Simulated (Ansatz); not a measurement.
**Bi2Se3 (Paraguanajuatite) in Ansatz: the effect of functional**

The system is Bi2Se3 (Paraguanajuatite).

```
CELL_PARAMETERS angstrom
2.07150 1.19598 9.54533
-2.07150 1.19598 9.54533
0.00000 -2.39196 9.54533
ATOMIC_POSITIONS crystal
Bi 0.59920 0.59920 0.59920
Bi 0.40080 0.40080 0.40080
Se 0.78830 0.78830 0.78830
Se 0.21170 0.21170 0.21170
Se 0.00000 0.00000 0.00000
```

Alike in all runs:

| Property | Result |
| --- | --- |
| Program | Ansatz 0.2.0 |
| Task | projected density of states |
| Potentials or basis | Ansatz PAW |
| k mesh | 8 × 8 × 8 |
| Occupations | fermi-dirac, width 0.05 eV |
| Spin | no spin polarisation |

```tsv
functional	cutoff	gap on the mesh (eV)	pressure (GPa)	largest force (eV/Å)
LDA	420 eV (not typed: the program's choice for these potentials)	0.09	-1.8	0.12
PBEsol	420 eV (not typed: the program's choice for these potentials)	0.14	-0.3	0.15
RPBE	420 eV (not typed: the program's choice for these potentials)	0.29	4.2	0.16
revPBE	420 eV (not typed: the program's choice for these potentials)	0.27	3.8	0.16
BLYP	420 eV (not typed: the program's choice for these potentials)	?	?	?
r2SCAN	500 eV (not typed: the program's choice for these potentials)	0.49	1.4	0.08
```

Question: What does the run with functional BLYP give?

Answer: gap on the mesh 0.27 eV; pressure 6.3 GPa; largest force 0.31 eV/Å.

Caveats: spin-orbit coupling is left out, which as a rule narrows the gap of such compounds by several tenths of an eV; the PAW data sets come from PBE, with cores solved anew for the run's functional, which leaves a small shift of forces and pressure; the density of states is complete only up to the lowest level of the last band computed.

A k mesh can miss the band edges.

Runs at the PBE level aren't shown here.
